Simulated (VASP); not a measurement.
# TePb (Fm-3m) in VASP: further runs

One crystal, TePb, is run at these levels: PBE; tasks: single point.

Program: VASP 6.6.1. These are calculated values, not measurements. Logs are shortened: lines on timing, memory, paths and dates and some standing lists are left out, and cuts for length are marked.

**1. The structure**

The structure is cubic, space group Fm-3m (No. 225). The conventional cell has a = 6.462 Å, b = 6.462 Å, c = 6.462 Å, α = 90.00°, β = 90.00°, γ = 90.00°. Pb (site symmetry m-3m) has 6 Te at 3.23 Å as nearest neighbours. Around Te (site symmetry m-3m) lie 6 Pb at 3.23 Å.

**2. Single point, PBE**

INCAR

```
SYSTEM = TePb
ADDGRID = .False.
ALGO = Normal
EDIFF = 1E-4
ENCUT = 460
GGA = PE
ISIF = 2
ISMEAR = 0
LASPH = .True.
LCHARG = .False.
LREAL = Auto
LWAVE = .False.
NELM = 100
PREC = Normal
SIGMA = 0.05
```

KPOINTS

```
k-points
0
Gamma
  5 5 5
  0 0 0
```

POSCAR

```
TePb
1.0
    0.0000000000      3.2310000000      3.2310000000
    3.2310000000      0.0000000000      3.2310000000
    3.2310000000      3.2310000000      0.0000000000
Pb Te
1 1
Direct
   -0.0068530000      0.0005720000     -0.0056850000
    0.5279490000      0.4690950000      0.5208160000
```

Potentials or basis: VASP PAW PBE potentials, release 64 (Pb_d, Te).

The run is started by

```console
$ cat potpaw_PBE.64/Pb_d/POTCAR potpaw_PBE.64/Te/POTCAR > POTCAR
$ mpirun -np 1 vasp_std > vasp.out
```

OUTCAR:

```text
SYSTEM = TePb
   EDIFF = 1E-4
   ENCUT = 460
   GGA = PE
   ISIF = 2
   ISMEAR = 0
   LASPH = .True.
   LREAL = Auto
   NELM = 100
   PREC = Normal

 Found     63 irreducible k-points:

 Following reciprocal coordinates:
            Coordinates               Weight
  0.000000  0.000000  0.000000      1.000000
  0.200000  0.000000  0.000000      2.000000
  0.000000  0.200000  0.000000      2.000000
  0.000000  0.000000  0.200000      2.000000
  0.200000  0.200000  0.200000      2.000000
  0.400000  0.000000  0.000000      2.000000
   k-points           NKPTS =     63   k-points in BZ     NKDIM =     63   number of bands    NBANDS=     14
   number of dos      NEDOS =    301   number of ions     NIONS =      2
   total plane-waves  NPLWV =  13824
   dimension x,y,z NGX =    24 NGY =   24 NGZ =   24
   dimension x,y,z NGXF=    48 NGYF=   48 NGZF=   48
   ions per type =               1   1
   NGX,Y,Z   is equivalent  to a cutoff of   8.73,  8.73,  8.73 a.u.
   NGXF,Y,Z  is equivalent  to a cutoff of  17.46, 17.46, 17.46 a.u.
 SYSTEM =  TePb
   PREC   = normal    normal or accurate (medium, high low for compatibility)
   ISTART =      0    job   : 0-new  1-cont  2-samecut
   ICHARG =      2    charge: 1-file 2-atom 10-const
   ISPIN  =      1    spin polarized calculation?
   LNONCOLLINEAR =      F non collinear calculations
   LSORBIT =      F    spin-orbit coupling
   LASPH  =      T    aspherical Exc in radial PAW
   ENCUT  =  460.0 eV  33.81 Ry    5.81 a.u.   7.99  7.99  7.99*2*pi/ulx,y,z
   NELM   =    100;   NELMIN=  2; NELMDL= -5     # of ELM steps
   EDIFF  = 0.1E-03   stopping-criterion for ELM
   LREAL  =      T    real-space projection
   EDIFFG = 0.1E-02   stopping-criterion for IOM
   NSW    =      0    number of steps for IOM
   IBRION =     -1    ionic relax: 0-MD 1-quasi-New 2-CG
   NFREE  =      0    steps in history (QN), initial steepest desc. (CG)
   ISIF   =      2    stress and relaxation
   ISYM   =      2    0-nonsym 1-usesym 2-fastsym
   POTIM  = 0.5000    time-step for ionic-motion
   TEBEG  =    0.0;   TEEND  =   0.0 temperature during run
   PSTRESS=    0.0 pullay stress
   NELECT =      20.0000    total number of electrons
   NUPDOWN=      -1.0000    fix difference up-down
   EMIN   =  10.00;   EMAX   =-10.00  energy-range for DOS
   EFERMI =   0.00;   METHOD = LEGACY
   ISMEAR =     0;   SIGMA  =   0.05  broadening in eV -4-tet -1-fermi 0-gaus
   EFERMI_NEDOS =   21; number of points for ismear=-14 and -15
   IALGO  =     38    algorithm
   IMIX   =      4    mixing-type and parameters
     AMIX     =   0.40;   BMIX     =  1.00
     AMIX_MAG =   1.60;   BMIX_MAG =  1.00
  volume/ion in A,a.u.               =      33.73       227.62
  Fermi-wavevector in a.u.,A,eV,Ry     =   1.091619  2.062861 16.213147  1.191633
  Thomas-Fermi vector in A             =   2.227868
   LORBIT       =      0    0 simple, 1 ext, 2 COOP (PROOUT), +10 PAW based schemes
   GGA     = PE    functional components
   LHFCALC =     F    Hartree Fock is set to
   AEXX    =    0.0000 exact exchange contribution
   IVDW    =     0    specifies the selected vdW correction
   LEPSILON=     F    determine dielectric tensor
   LRPA    =     F    only Hartree local field effects (RPA)
 non-spin polarized calculation
 Gauss-broadening in eV      SIGMA  =   0.05
  energy-cutoff  :      460.00
  volume of cell :       67.46
 maximum number of plane-waves:      1524
   NGX = 15   NGY = 15   NGZ = 15

 number of electron      20.0000000 magnetization

 Free energy of the ion-electron system (eV)
  ---------------------------------------------------
  ext. energy  EPLUGINS =         0.00000000
  ---------------------------------------------------
  free energy    TOTEN  =        -7.49029639 eV

  energy without entropy =       -7.49029639  energy(sigma->0) =       -7.49029639

 E-fermi :   5.7463     XC(G=0):  -9.2971

 val. band max:        5.4868956319   @ k =   0.2000   0.0000  -0.2000
 cond. band min:       6.7174714712   @ k =   0.0000   0.0000   0.4000
 fundamental gap:      1.2305758393
 Fermi energy:         5.7462918212

 k-point     1 :       0.0000    0.0000    0.0000
  band No.  band energies     occupation
      1     -11.0817      2.00000
      2     -11.0814      2.00000
      3     -11.0722      2.00000
      4     -11.0663      2.00000
      5     -11.0663      2.00000
      6      -6.4362      2.00000
      7       0.0589      2.00000
      8       4.2098      2.00000
      9       4.3034      2.00000
     10       4.3050      2.00000
     11       9.4962      0.00000
     12       9.4991      0.00000
     13       9.7714      0.00000
     14      11.4225      0.00000

 k-point     2 :       0.2000    0.0000    0.0000
  band No.  band energies     occupation
      1     -11.0867      2.00000
      2     -11.0860      2.00000
      3     -11.0694      2.00000
      4     -11.0628      2.00000
      5     -11.0609      2.00000
      6      -6.1008      2.00000
      7      -0.9345      2.00000
      8       4.3035      2.00000
      9       4.3950      2.00000
     10       4.7900      2.00000
     11       8.1462      0.00000
     12       8.4247      0.00000
     13       8.6189      0.00000
     14      11.3402      0.00000
[... 37 lines left out ...]
      1     -11.0869      2.00000
      2     -11.0860      2.00000
      3     -11.0691      2.00000
      4     -11.0629      2.00000
      5     -11.0609      2.00000
      6      -6.0993      2.00000
      7      -0.9399      2.00000
      8       4.3088      2.00000
      9       4.3937      2.00000
     10       4.7891      2.00000
     11       8.1440      0.00000
     12       8.4323      0.00000
     13       8.6258      0.00000
     14      11.3340      0.00000

 k-point     6 :       0.4000    0.0000    0.0000
  band No.  band energies     occupation
      1     -11.0961      2.00000
      2     -11.0943      2.00000
      3     -11.0672      2.00000
      4     -11.0537      2.00000
      5     -11.0509      2.00000
      6      -5.2714      2.00000
      7      -2.5530      2.00000
      8       4.5139      2.00000
      9       4.6454      2.00000
     10       5.3836      2.00000
     11       6.7359      0.00000
     12       7.1283      0.00000
     13       7.3028      0.00000
     14      12.9092      0.00000

 [... further k-points ...]

------------------------ aborting loop because EDIFF is reached ----------------------------------------

  FORCE on cell =-STRESS in cart. coord.  units (eV):
  Direction    XX          YY          ZZ          XY          YZ          ZX
  --------------------------------------------------------------------------------------
  -------------------------------------------------------------------------------------
  Total        0.9459443      1.6190820      0.9314945     -0.0042200     -0.0002484      0.0071655
  in kB       22.4664917     38.4537364     22.1233061     -0.1002269     -0.0059007      0.1701832
  external PRESSURE =      27.6811780 kB  Pullay stress =       0.0000000 kB

 VOLUME and BASIS-vectors are now :
 -----------------------------------------------------------------------------
  energy-cutoff  :      460.00
  volume of cell :       67.46
      direct lattice vectors                 reciprocal lattice vectors
     0.000000000  3.231000000  3.231000000    -0.154750851  0.154750851  0.154750851
     3.231000000  0.000000000  3.231000000     0.154750851 -0.154750851  0.154750851
     3.231000000  3.231000000  0.000000000     0.154750851  0.154750851 -0.154750851

 POSITION                                       TOTAL-FORCE (eV/Angst)
 -----------------------------------------------------------------------------------
      3.21448      6.42149      3.21071        -0.017432      0.209223      0.005495
      3.19840      3.38856      3.22145         0.017432     -0.209223     -0.005495
 -----------------------------------------------------------------------------------
    total drift:                                0.014702     -0.014625      0.002212

  FREE ENERGIE OF THE ION-ELECTRON SYSTEM (eV)
  ---------------------------------------------------
  free  energy   TOTEN  =        -7.4902963889 eV

  energy  without entropy=       -7.4902963889  energy(sigma->0) =       -7.49029639
```

stdout:

```text
POSCAR found type information on POSCAR PbTe
 POSCAR found :  2 types and       2 ions
 scaLAPACK will be used
 -----------------------------------------------------------------------------
|                                                                             |
|                                                                             |
|     You have a (more or less) 'small supercell' and for smaller cells       |
|     it is recommended to use the reciprocal-space projection scheme!        |
|     The real-space optimization is not efficient for small cells and it     |
|     is also less accurate ...                                               |
|     Therefore, set LREAL=.FALSE. in the INCAR file.                         |
|                                                                             |
 -----------------------------------------------------------------------------

 LDA part: xc-table for (Slater+PW92), standard interpolation
 POSCAR, INCAR and KPOINTS ok, starting setup
 FFT: planning ... GRIDC
 FFT: planning ... GRID_SOFT
 FFT: planning ... GRID
 WAVECAR not read
 entering main loop
```

Wall time 16 s (1 thread of Intel Xeon Platinum 8488C (Sapphire Rapids), shared host); peak memory 0.15 GiB.

The run converged, but some of its settings lie outside the range that counts as converged, so its numbers aren't taken as properties of the crystal.

What came out:

```yaml
Free_energy: -7.4903 eV
Pressure: 2.8 GPa
Largest_force: 0.210 eV/Å
Band_gap_on_the_k_mesh: 1.23 eV, indirect (least direct gap 1.31 eV)
```

Caveat: spin-orbit coupling is left out, which as a rule narrows the gap of such compounds by several tenths of an eV; an odd mesh through Γ misses points on the zone boundary, where band edges often lie.

**3. Single point, PBE**

INCAR

```
SYSTEM = TePb
ADDGRID = .False.
ALGO = Normal
EDIFF = 1E-7
ENCUT = 520
GGA = PE
ISIF = 2
ISMEAR = 0
LASPH = .True.
LCHARG = .False.
LREAL = .False.
LWAVE = .False.
NELM = 100
PREC = Accurate
SIGMA = 0.05
```

KPOINTS is that of step 2.

POSCAR

```
TePb
1.0
    0.0000000000      3.2310000000      3.2310000000
    3.2310000000      0.0000000000      3.2310000000
    3.2310000000      3.2310000000      0.0000000000
Pb Te
1 1
Direct
    0.0000000000      0.0000000000      0.0000000000
    0.5000000000      0.5000000000      0.5000000000
```

Potentials or basis: VASP PAW PBE potentials, release 64 (Pb_d, Te).

The run is started by

```console
$ cat potpaw_PBE.64/Pb_d/POTCAR potpaw_PBE.64/Te/POTCAR > POTCAR
$ mpirun -np 1 vasp_std > vasp.out
```

Run time: 15 s. Hardware: 1 thread of Intel Xeon Platinum 8488C (Sapphire Rapids), shared host; peak memory 0.2 GiB.

These settings aren't checked as converged: the numbers below hold their error.

Results:

```
Free energy : -7.5028 eV
Pressure    : 2.1 GPa
```

Caveat: this odd mesh misses L, where the gap lies, so gap, dielectric constants and Born charges aren't listed.

**4. The reference run**

An earlier run on the cell as given: functional PBEsol; potentials or basis VASP PAW PBE potentials, release 64 (Pb_d, Te); cutoff 520 eV; k mesh 7 × 7 × 7; occupations fermi-dirac, width 0.05 eV; no spin polarisation.

- Pressure: -0.4 GPa
